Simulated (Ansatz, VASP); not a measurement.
## Cross-check of Al35WN36 (W_Al) between VASP and Ansatz

Aim: how closely do two programs agree when they are given the same cell, functional and k mesh? The cell is taken from a series of runs on this material, whose earlier steps may have relaxed, scaled, displaced or heated it; both programs get it as it stands.

Calculated with Ansatz 0.2.0; plane waves, with VASP 6.6.1 beside it; r2SCAN.

### Step 1. The structure

The cell holds 72 atoms: 35 Al, 36 N and 1 W. Its edges and angles: a = 9.320 Å, b = 9.320 Å, c = 9.956 Å, α = 90.0°, β = 90.0°, γ = 120.0°. It derives from AlN (AlN (P6_3mc)). Nearest the centre at fractional (0.444, 0.556, 0.500): W72 at 0.11 Å, N55 at 1.86 Å, N40 at 1.95 Å, N56 at 1.95 Å, N52 at 1.95 Å, N53 at 3.02 Å, Al7 at 3.11 Å, Al22 at 3.12 Å. The cell carries charge +2.

As a file:

```xyz
72
Lattice="9.3196 0.0000 0.0000 -4.6598 8.0710 0.0000 0.0000 0.0000 9.9565" Properties=species:S:1:pos:R:3 pbc="T T T"
Al    1.5439    0.8953    2.4725
Al   -0.0252    1.7495    4.9837
Al    1.5458    0.8922    7.4725
Al   -0.0059    1.7847    9.9452
Al   -0.0397    3.5744    2.4005
Al   -1.6169    4.5146    4.9968
Al   -0.0350    3.5642    7.4880
Al   -1.5689    4.4957    9.9435
Al   -1.5676    6.2845    2.4742
Al   -3.1236    7.1821    4.9724
Al   -1.5660    6.2842    7.4754
Al   -3.1143    7.1780    9.9531
Al    4.6579    0.8992    2.4703
Al    3.1114    1.7153    4.9986
Al    4.6641    0.8991    7.4767
Al    3.0992    1.7810    9.9464
Al    3.1358    3.5693    2.3970
Al    3.1511    3.5619    7.4986
Al    1.5493    4.4862    0.0053
Al    1.5436    6.3182    2.4003
Al   -0.0630    7.2146    4.9986
Al    1.5563    6.3217    7.4897
Al   -0.0191    7.1816    9.9439
Al    7.7545    0.9035    2.4675
Al    6.2051    1.7971    4.9783
Al    7.7549    0.9042    7.4695
Al    6.2071    1.7967    9.9514
Al    6.2099    3.5862    2.4698
Al    4.7284    4.5149    4.9969
Al    6.2140    3.5818    7.4758
Al    4.6668    4.4956    9.9466
Al    4.6555    6.2849    2.4725
Al    3.1332    7.2195    4.9843
Al    4.6597    6.2851    7.4722
Al    3.1112    7.1836    9.9456
N     1.5373    0.9122    4.3792
N    -0.0055    1.7893    1.8883
N     1.5436    0.8998    9.3599
N    -0.0034    1.7981    6.8625
N    -0.0611    3.5977    4.3472
N    -1.5649    4.4923    1.8852
N     0.0001    3.5958    9.3727
N    -1.5486    4.4859    6.8744
N    -1.5710    6.2860    4.3815
N    -3.1142    7.1776    1.8960
N    -1.5658    6.2842    9.3604
N    -3.1114    7.1762    6.8629
N     4.6576    0.8997    4.3745
N     3.1020    1.7871    1.8924
N     4.6529    0.9014    9.3615
N     3.1055    1.7907    6.8743
N     3.1612    3.5500    4.3869
N     1.5546    4.4834    1.9535
N     3.0948    3.5934    9.3767
N     1.5665    4.4790    6.8367
N     1.5091    6.3276    4.3521
N    -0.0144    7.1789    1.8859
N     1.5455    6.2733    9.3736
N    -0.0001    7.1695    6.8760
N     7.7507    0.9058    4.3703
N     6.2074    1.7959    1.8923
N     7.7575    0.9017    9.3569
N     6.2096    1.7952    6.8684
N     6.2093    3.5858    4.3736
N     4.6625    4.4899    1.8925
N     6.2056    3.5904    9.3610
N     4.6619    4.4847    6.8730
N     4.6357    6.2802    4.3792
N     3.1067    7.1807    1.8894
N     4.6515    6.2831    9.3598
N     3.1014    7.1759    6.8628
W     1.5793    4.4732    4.8714
```

### Step 2. Ansatz: single point, r2SCAN

Ansatz runs on its PAW soft_1 files.

With cell and atoms fixed, the geometry can't cause a difference; cores, projectors, grids and the points listed under the comparison can.

Input file input.yaml:

```yaml
crystal:
  checkpoint: "../qp2_M1.relax.run"
  host: checkpoint
total_charge: 2
basis:
  ecutwfc: 500
  xc_grid: 2
hamiltonian:
  xc: r2scan
  pseudopotentials: { kind: paw, azcp: { folder: soft_1 } }
kpoints:
  mp_grid: { grid: [2, 2, 2], shift: [0.5, 0.5, 0.5] }
magnetization:
  spin_polarized: true
  initial_magnetization: 1
  spin_locking: { lock_magnetization: hard }
scf:
  occupations: { method: fermi_dirac, width: 0.01 }
  max_iter: 60
output:
  forces: true
  eigenvalues: true
  charged_corrections:
    epsilon: [4.49, 4.49, 4.72]
    static_epsilon: [8.15, 8.15, 9.65]
    defect_position: [0.444444, 0.555556, 0.499602]
  eigenstates: { localisation: true }
  populations: true
  efg: {}
checkpoint:
  read: "../qp2_M1.relax.run"
  write: "../qp2_M1.point.run"
  compress: false
  write_wavefunctions: false
  write_every: 100000
```

Command:

```sh
> ansatz run input.yaml --threads 8 --pin off --max-ram 15073MiB --backend cpu --events-out ev --progress --plain --runs-dir out
```

Numbers of over 12 decimals in the logs are rounded to 6 here.

The log of the run:

```text
Warning: This run holds its total moment fixed (magnetization.spin_locking.lock_magnetization: hard) and mixes its density by anderson or broyden (scf.mixing.algorithm, typed or taken by auto). Slabs with a fixed moment have converged under broyden above another state at the same moment, at the default mixing steps and at smaller ones, and under scf.lower_state_search: standard, light or off a state that such a mixer [...]
crystal.checkpoint: the structure is that of <dir>, a `relax` run, at its step 7: its result, under r2scan at a charge of 2 e; 72 atoms read, 1 with a starting moment; crystal.structure_sha256 for this input is
W: output.efg is read without spin–orbit coupling, which moves field gradients at and beside such atoms by some per cent and up to a factor of two; PAW files take it under magnetization.noncollinear and magnetization.spin_orbit
Engine: ansatz 0.2.0, aarch64-unknown-linux-gnu
Pseudopotentials: kind: paw
Pseudopotential: Al, paw, valence charge 3, recommended cutoff 500 eV (meta_gga), soft_1/Al.paw.azcp
Pseudopotential: N, paw, valence charge 5, recommended cutoff 500 eV (meta_gga), soft_1/N.paw.azcp
Pseudopotential: W, paw, valence charge 14, recommended cutoff 500 eV (meta_gga), soft_1/W.paw.azcp
Functional definition: r2SCAN
  parameter k0 = 0.174
  parameter k1 = 0.065
  parameter a1 = 4.9479
  exchange = r2scan_x(k0 = k0, k1 = k1, a1 = a1)
  correlation = r2scan_c
Crystal: 72 atoms, lattice volume = 748.907 Å³
Basis set: ecut = 500 eV, 18913 PW (Γ), exchange–correlation on 144×144×150 points (8 copies of the dense FFT grid, shifted against one another)
Bands: 221, of which v1, the nominal top of the filled ones, is band 149 counted from 1 (148 counted from 0)
Symmetry: 1 space group operations
Space group: P1 (ITA 1), of the structure as read, at distance tolerance 9.1e-5 Å
Magnetic group: BNS 1.1 (UNI 1), of the structure as read, at distance tolerance 9.1e-5 Å
k-points: 4 of 8 (time reversal used)
Non-local potential: Al, projectors of the file, l = 0: 2, l = 1: 2, l = 2: 1
Non-local potential: N, projectors of the file, l = 0: 2, l = 1: 2, l = 2: 1
Non-local potential: W, projectors of the file, l = 0: 3, l = 1: 2, l = 2: 2, l = 3: 1
PAW form: soft (Blöchl's): semilocal exchange-correlation on the pseudo side does not see the compensation charge
PAW frozen core: Al, regenerated for the run's functional (the file was generated under x = pbe(κ = 0.804, μ = 0.219515), c = pbe(β = 0.066725))
PAW frozen core: N, regenerated for the run's functional (the file was generated under x = pbe(κ = 0.804, μ = 0.219515), c = pbe(β = 0.066725))
PAW frozen core: W, regenerated for the run's functional (the file was generated under x = pbe(κ = 0.804, μ = 0.219515), c = pbe(β = 0.066725))
PAW one-centre angular grid: Al, 302 points (default); XC on 160 Gauss nodes
PAW one-centre angular grid: N, 302 points (default); XC on 160 Gauss nodes
PAW one-centre angular grid: W, 590 points (default); XC on 160 Gauss nodes
Initial density: read from a saved state, or passed on in memory by an earlier SCF of this step, an earlier step, the calling program or the single point that the run made first
Stability of the state it starts from, as read at its close in the collinear treatment: not read, because the mixer in use, unlike msr1, does not test its closes by its own steps (another_mixer); its run was given moments
Starting moments: Σ|m| = 1 μB on 1 of 72 sites; this step starts from the density that it was given
Initial wavefunctions: pseudopotential atomic-orbital guess — the wavefunctions supplied were not used: k-point sampling differs
Functional: x = r2scan, c = r2scan; τ floored in thin density (d = 2e-4 eV/Å³)
iter 1 solved again at ethr=4.64e-6 eV; its pass at ethr=3.10e-3 eV (dr2=1.38e-2 eV) is discarded
SCF iter   1: F=—  HF=-43297.380698 eV  |F-HF|=—  |Δ(HF+E_count)|=         —  Δρ=7.84e-4 (↑7.84e-4 ↓7.65e-4)  dr2=1.21e-2  dr2_τ=2.32e-4  dr2_m=2.54e-5  M=1.000 μB ∫|m|=1.130 μB  β_m=1.20  ethr=4.64e-6  ⟨swp⟩=8.6  Hψ=12648  notcnv=0
preconditioner: auto → Resta (q_TF=auto, 2.339 Å⁻¹)  ε∞=3.7  [insulator: Δε(μ)=0.529 eV  Ē_g=13.936 eV  σ=0.010 eV  W_gap=1.00  n_scr=162 (ndim 8)  ℏωp=23.1 eV  f_vac=0.000  D(μ)=0.00/eV (n_scr^D=0)  ε∞_Penn≈3.7]
spin=Collinear: Resta preconditioning applied to the charge; magnetization (m = ρ↑ − ρ↓) channel mixes plain (no charge-response kernel on spin).
[...]
k-point 1 ↑: bands = [... 145 lower, 6.8798, 6.9298, 7.0137, 9.3946, 10.0028, 11.1858, 11.3411, 11.9048, ... 68 higher]
  k-point 2 ↑: bands = [... 145 lower, 6.7816, 7.0260, 7.0369, 9.4066, 9.9343, 11.2722, 11.4074, 11.9156, ... 68 higher]
  k-point 3 ↓: bands = [... 145 lower, 6.8079, 7.0249, 7.0341, 10.3402, 10.9261, 11.3991, 11.6678, 12.0818, ... 68 higher]
--- Löwdin populations: 72 sites ---
  site symbol       q [e]    m [muB]
     0     Al      1.8435     0.0001
     1     Al      1.8592     0.0023
     2      N      6.0570     0.0001
     3      N      6.0615     0.0016
     4     Al      1.8476     0.0004
     5     Al      1.8474     0.0003
     6      N      6.0578     0.0001
     7      N      6.0572    -0.0003
     8     Al      1.8622     0.0076
     9     Al      1.8651     0.0093
    10      N      5.8643     0.0309
    11      N      6.0618     0.0013
    12     Al      1.8636     0.0088
    13     Al      1.8466     0.0004
    14      N      6.0523     0.0024
    15      N      6.0574     0.0004
    16     Al      1.8431     0.0000
    17     Al      1.8541    -0.0001
    18      N      6.0570    -0.0008
    19      N      6.0593     0.0002
    20     Al      1.8484     0.0010
    21     Al      1.8459    -0.0000
    22      N      6.0587     0.0000
    23      N      6.0557    -0.0000
[...]
64     Al      1.8435     0.0002
    65     Al      1.8591     0.0020
    66      N      6.0568     0.0000
    67      N      6.0615     0.0013
    68     Al      1.8475     0.0003
    69     Al      1.8473     0.0003
    70      N      6.0577     0.0001
    71      N      6.0574    -0.0002
  spilling = 0.007980 (of n_electrons = 297.000000)
```

### Step 3. VASP: single point, r2SCAN

The same cell, functional, mesh and smearing now go to VASP, with its own data sets.

Lines of VASP's logs that name or quote its potential files are left out, and so is its time.

Input file INCAR:

```
SYSTEM = Al35WN36
PREC = Accurate
ENCUT = 580
EDIFF = 1E-06
NELM = 200
ISMEAR = -1
SIGMA = 0.01
LREAL = Auto
ALGO = Normal
METAGGA = R2SCAN
LASPH = .TRUE.
NELECT = 289
NBANDS = 200
ISPIN = 2
MAGMOM = 0 0 0 0 0 0 0 0 0 -0 0 0 0 0 -0 0 -0 0 -0 0 0 0 0 0 0 -0 0 0 0 -0 0 0 0 0 0 -0 0 0 -0 0.03 0 0 0 -0 0 0 -0 0 -0 0 0 0 -0 -0 0.03 0.02 0 0 0 0 -0 -0 0 0 -0 0 0 -0 0 0 -0 0.36
LMAXMIX = 4
LORBIT = 11
LWAVE = .FALSE.
LCHARG = .FALSE.
ISIF = 2
ISYM = 0
NUPDOWN = 1
GGA_COMPAT = .FALSE.
LMIXTAU = .TRUE.
KPAR = 4
```

Input file POSCAR:

```
Al35WN36
1.0
    9.3195655359      0.0000000860      0.0000000000
   -4.6597828424      8.0709804634      0.0000000000
    0.0000000000      0.0000000000      9.9564777190
Al N W
35 36 1
Direct
    0.2211319923      0.1109329305      0.2483314088
    0.1056772132      0.2167659656      0.5005485076
    0.2211372047      0.1105420371      0.7505211255
    0.1099342686      0.2211271687      0.9988631242
    0.2171735950      0.4428676701      0.2411031610
    0.1061859414      0.5593617040      0.5018606926
    0.2170433712      0.4416082474      0.7520770732
    0.1101655646      0.5570254218      0.9986967465
    0.2211166001      0.7786544494      0.2485033977
    0.1097657051      0.8898614184      0.4994131462
    0.2212753123      0.7786175224      0.7508058991
    0.1105153167      0.8893620329      0.9996565345
    0.5554980953      0.1114087443      0.2481141917
    0.4401153089      0.2125225017      0.5020434829
    0.5561664898      0.1114043560      0.7509337890
    0.4428781372      0.2206636283      0.9989916992
    0.5575909765      0.4422366989      0.2407521928
    0.5587775960      0.4413219650      0.7531328902
    0.4441634826      0.5558460216      0.0005372670
    0.5570439949      0.7828241946      0.2410826272
    0.4401906815      0.8938953721      0.5020488117
    0.5586198327      0.7832589122      0.7522453128
    0.4428537989      0.8898052890      0.9987361704
    0.8880405313      0.1119474662      0.2478322681
    0.7771474097      0.2226586658      0.5000076616
    0.8881201334      0.1120313265      0.7502165617
    0.7773368808      0.2226062376      0.9994911931
    0.8884995263      0.4443323697      0.2480604553
    0.7870668253      0.5593981772      0.5018751774
    0.8886563380      0.4437823270      0.7508452801
    0.7792566467      0.5570132916      0.9990079260
    0.8888933827      0.7787070162      0.2483270629
    0.7834519646      0.8945023966      0.5006132904
    0.8893521374      0.7787248938      0.7504900087
    0.7788687832      0.8900587404      0.9989062328
    0.2214600232      0.1130187332      0.4398368088
    0.1102549182      0.2216976248      0.1896569154
    0.2213756004      0.1114881954      0.9400813331
    0.1110254405      0.2227801928      0.6892475638
    0.2163269707      0.4457606713      0.4366159796
    0.1103778271      0.5565969027      0.1893418099
    0.2227765499      0.4455254542      0.9413684791
    0.1117397242      0.5558104085      0.6904439826
    0.2208529062      0.7788453558      0.4400669999
    0.1104991546      0.8893047056      0.1904251767
    0.2212907142      0.7786145340      0.9401360358
    0.1107093729      0.8891413794      0.6892926043
    0.5555020653      0.1114744691      0.4393587280
    0.4435548949      0.2214221697      0.1900628819
    0.5551030338      0.1116786244      0.9402428715
    0.4441638953      0.2218721571      0.6904397684
    0.5591182527      0.4398454161      0.4406073605
    0.4445554890      0.5554989290      0.1962048667
    0.5546888779      0.4452228275      0.9417688521
    0.4455581795      0.5549451831      0.6866621049
    0.5539301719      0.7839961163      0.4371109822
    0.4431841495      0.8894683152      0.1894129390
    0.5544669880      0.7772699382      0.9414559547
    0.4441349580      0.8883004518      0.6906039209
    0.8877743314      0.1122259614      0.4389398469
    0.7773170077      0.2225180193      0.1900573593
    0.8882489334      0.1117242263      0.9397753962
    0.7775120293      0.2224305933      0.6898437177
    0.8884066822      0.4442817622      0.4392730059
    0.7784412320      0.5562960288      0.1900816307
    0.8882916108      0.4448481014      0.9401968244
    0.7780597263      0.5556589391      0.6903079502
    0.8864737685      0.7781178051      0.4398353069
    0.7782006584      0.8896963931      0.1897649421
    0.8883576067      0.7784849167      0.9400753661
    0.7773364070      0.8890999025      0.6892753832
    0.4465823127      0.5542344781      0.4892724424
```

Input file KPOINTS:

```
Points of the shifted mesh
8
Reciprocal
 0.2500000000  0.2500000000  0.2500000000 1
 0.2500000000  0.2500000000  0.7500000000 1
 0.2500000000  0.7500000000  0.2500000000 1
 0.2500000000  0.7500000000  0.7500000000 1
 0.7500000000  0.2500000000  0.2500000000 1
 0.7500000000  0.2500000000  0.7500000000 1
 0.7500000000  0.7500000000  0.2500000000 1
 0.7500000000  0.7500000000  0.7500000000 1
```

The projector-augmented-wave data sets are Al, N and W (PBE family, release 64).

Command:

```sh
> mpirun -np 8 vasp_std
```

The log of the run:

```text
[banner, memory and clock lines left out]
running    8 mpi-ranks, on    1 nodes
[...]
|                                                                             |
|           W    W    AA    RRRRR   N    N  II  N    N   GGGG   !!!           |
|           W    W   A  A   R    R  NN   N  II  NN   N  G    G  !!!           |
|           W    W  A    A  R    R  N N  N  II  N N  N  G       !!!           |
|           W WW W  AAAAAA  RRRRR   N  N N  II  N  N N  G  GGG   !            |
|           WW  WW  A    A  R   R   N   NN  II  N   NN  G    G                |
|           W    W  A    A  R    R  N    N  II  N    N   GGGG   !!!           |
|                                                                             |
|     For optimal performance we recommend to set                             |
|       NCORE = 2 up to number-of-cores-per-socket                            |
|     NCORE specifies how many cores store one orbital (NPAR=cpu/NCORE).      |
|     This setting can greatly improve the performance of VASP for DFT.       |
[...]
DAV:   5    -0.906107954840E+03   -0.70118E-01   -0.69998E-01  7888   0.206E+00BRMIX: very serious problems
 the old and the new charge density differ
 old charge density:   291.00000 new  289.00000
BRMIX: very serious problems
 the old and the new charge density differ
 old charge density:   291.00000 new  289.00000
BRMIX: very serious problems
 the old and the new charge density differ
 old charge density:   291.00000 new  289.00000
BRMIX: very serious problems
 the old and the new charge density differ
 old charge density:   291.00000 new  289.00000
    0.660E+01
DAV:   6    -0.774377405894E+03    0.13173E+03   -0.33903E+02  7728   0.351E+01    0.245E+01
DAV:   7    -0.748302430719E+03    0.26075E+02   -0.29854E+01  7576   0.141E+01    0.220E+01
DAV:   8    -0.741221080716E+03    0.70814E+01   -0.26068E+00  7104   0.495E+00    0.120E+01
DAV:   9    -0.745356693470E+03   -0.41356E+01   -0.33289E+00  6832   0.473E+00    0.279E+00
[...]
DAV:  21    -0.748142794640E+03    0.20296E-05   -0.26778E-06  4896   0.593E-03    0.253E-03
DAV:  22    -0.748142797002E+03   -0.23613E-05   -0.19631E-06  4608   0.418E-03    0.173E-03
DAV:  23    -0.748142796746E+03    0.25602E-06   -0.46705E-07  3792   0.240E-03
   1 F= -.74814280E+03 E0= -.74814280E+03  d E =-.631111E-11  mag=     1.0000
```

OUTCAR, selected parts (step 3):

```text
  FREE ENERGIE OF THE ION-ELECTRON SYSTEM (eV)
  ---------------------------------------------------
  free  energy   TOTEN  =      -748.1427967456 eV

  energy  without entropy=     -748.1427967456  energy(sigma->0) =     -748.14279675

 magnetization (x)
# of ion       s       p       d       tot
------------------------------------------
    1       -0.000   0.000   0.000   0.000
    2        0.000   0.000   0.000   0.000
    3        0.000   0.000   0.000   0.000
    4        0.000   0.000   0.000   0.000
    5        0.003   0.003   0.000   0.006
    6        0.002   0.003   0.000   0.006
    7        0.002   0.004   0.000   0.006
    8        0.000   0.000   0.000   0.000
    9       -0.000   0.000   0.000  -0.000
   10       -0.000  -0.000   0.000  -0.000
   11        0.000   0.000   0.000   0.000
   12       -0.000  -0.000   0.000  -0.000
   13        0.000   0.000   0.000   0.000
[...]
--------------------------------------------------
tot          0.030   0.095   0.764   0.889
```

The cell holds one magnetic atom, so no antiferromagnetic order fits into it.

### Step 4. Comparison

Known differences besides the potentials themselves: VASP starts from the moments at which Ansatz ended; VASP keeps PBE cores, Ansatz makes them for the functional; the cutoff is 500 eV in Ansatz and 580 eV in VASP (PREC = Accurate, projectors in real space); site moments are counted in spheres of each program's own size. Total energies have different zeros and are not compared.

Compared:

| quantity | Ansatz | VASP | difference |
| --- | --- | --- | --- |
| total moment, fixed by the input (μB) | 1.00 | 1.00 | 0.00 |
| moment on W72 (μB) | 0.36 | 0.77 | -0.41 |

Forces on 7 of the 72 atoms, those with the largest forces and the largest differences (eV/Å; atoms numbered as in POSCAR):

```csv
atom,"Ansatz x, y, z","VASP x, y, z"
N40,"0.052, -0.101, 0.050","-0.074, -0.163, 0.006"
N44,"0.050, -0.029, 0.024","0.049, -0.028, 0.018"
N52,"0.042, -0.025, 0.036","0.197, -0.112, -0.007"
N53,"-0.044, 0.027, 0.039","-0.046, 0.028, 0.026"
N55,"-0.026, 0.014, -0.008","-0.021, 0.009, 0.109"
N56,"0.110, 0.004, 0.052","0.103, 0.149, 0.002"
W72,"-0.107, 0.067, -0.060","-0.134, 0.078, -0.031"
```

The forces differ by 22 meV/Å r.m.s., which is 57.9 % of the r.m.s. force of 0.037 eV/Å (both taken over all components). The cell carries a charge of +2 e against a uniform background, so its pressure also hangs on how the neutralising background is counted, and in a defect's cell a gap may be the spacing between its levels. The total moments and the pattern agree; the site moments differ because the programs count them in spheres of different size.

### Step 5. Results

| Property | Result |
| --- | --- |
| r.m.s. force difference (single point, r2SCAN) | 22 meV/Å |

The r.m.s. force difference is 22 meV/Å (single point, r2SCAN), beyond the 12 meV/Å picked in this series as the mark of a large difference. The data sets hold unlike numbers of valence electrons (297 in Ansatz and 289 in VASP), so part of the differences may come from the potentials. What causes the difference of the single point, r2SCAN pair stays open here. How closely two codes agree says nothing of how well the functional describes the real material.

[Lines on the potential files, build, host, timing and source positions are cut from VASP's logs without a mark.]

[Logs are printed without paths, hosts, clocks, repeated set-up lines and the standing remarks that a program may print on its own settings, such as how far it seeks lower states.]

[Hosts, paths, dates, database ids (printed as entryN), source tags and the programs' standing remarks are cut or masked in the printed files.]
